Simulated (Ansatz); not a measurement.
Ge under changes of volume

One of the cells (19.607 Å³/atom); the others are scaled copies at fixed shape and fractional positions:

```
CELL_PARAMETERS angstrom
1.39715 -2.60052 0.00000
1.39715 2.60052 0.00000
0.00000 0.00000 2.69823
ATOMIC_POSITIONS crystal
Ge 0.50000 0.50000 0.00000
```

This isn't the form of Ge at room conditions, which is diamond.

```yaml
Program: Ansatz 0.2.0
Functional: PBE
Potentials_or_basis: all-electron LAPW, scalar-relativistic
Cutoff: 268 eV (chosen from the basis error)
Basis_error_allowed: 0.0005 eV/atom
k_mesh: 11 × 11 × 10
Occupations: fermi-dirac, width 0.05 eV
Spin: no spin polarisation
```

```tsv
volume (Å³/atom)	energy over the lowest point (meV/atom)	pressure (GPa)
18.431	11.32	3.9
18.823	3.80	2.3
19.215	0.16	0.8
19.607	0.00	-0.6
19.999	2.95	-1.8
20.391	8.68	-2.8
20.783	?	?
```

Task: What does the run at 20.783 Å³/atom give?

Result: Energy over the lowest point 16.89 meV/atom; pressure -3.8 GPa.

Worked out: A Birch-Murnaghan fit of order 3 (a polynomial in V^(-2/3)) to the other rows has its minimum at 19.43 Å³/atom with B0 = V·E''(V) = 66 GPa and B' = 4.5 at fixed shape and positions, which overstates the stiffness. It gives 16.90 meV/atom at 20.783 Å³/atom, against the run's 16.89, and -dE/dV = -3.8 GPa, against -3.8.

Energies are extrapolated to zero smearing.
